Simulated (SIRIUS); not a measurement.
Input of a SIRIUS 7.10.0 run:

Contents of sirius.json:

```json
{
  "control": {
    "processing_unit": "cpu",
    "verbosity": 2,
    "num_bands_to_print": 16,
    "print_forces": true,
    "print_stress": true
  },
  "parameters": {
    "electronic_structure_method": "pseudopotential",
    "xc_functionals": ["XC_GGA_X_PBE", "XC_GGA_C_PBE"],
    "gk_cutoff": 9.2,
    "pw_cutoff": 18.4,
    "ngridk": [9, 9, 9],
    "shiftk": [0, 0, 0],
    "smearing": "fermi_dirac",
    "smearing_width": 0.0018374661,
    "num_bands": 16,
    "num_mag_dims": 0,
    "num_dft_iter": 100,
    "energy_tol": 1e-08,
    "density_tol": 1e-06
  },
  "iterative_solver": {
    "type": "davidson",
    "min_tolerance": 1e-09,
    "tolerance_scale": [0.1, 0.25]
  },
  "mixer": {
    "type": "anderson",
    "beta": 0.7,
    "max_history": 8
  },
  "settings": {
    "tol_ne": 1e-10,
    "pseudo_grid_cutoff": 6.5
  },
  "unit_cell": {
    "lattice_vectors": [
      [5.545155648318, 0.0, 0.0],
      [0.0, 5.545155648318, 0.0],
      [0.0, 0.0, 5.545155648318]
    ],
    "atom_coordinate_units": "lattice",
    "atom_types": ["B", "As"],
    "atom_files": {
      "As": "As.json",
      "B": "B.json"
    },
    "atoms": {
      "B": [
        [0.5, 0.5, 0.5]
      ],
      "As": [
        [0.0, 0.0, 0.0]
      ]
    }
  }
}
```

Potentials or basis: PseudoDojo 0.4.1 PBE standard (scalar relativistic).

Command:

```sh
$ upf_to_json As.upf
$ upf_to_json B.upf
$ OMP_NUM_THREADS=1 sirius.scf --input=sirius.json --output=out.json --task=0
```

Q: Predict the pressure.

A: 0.5 GPa.

Q: Predict the band gap on the k mesh.

A: None (metal or under the smearing width).
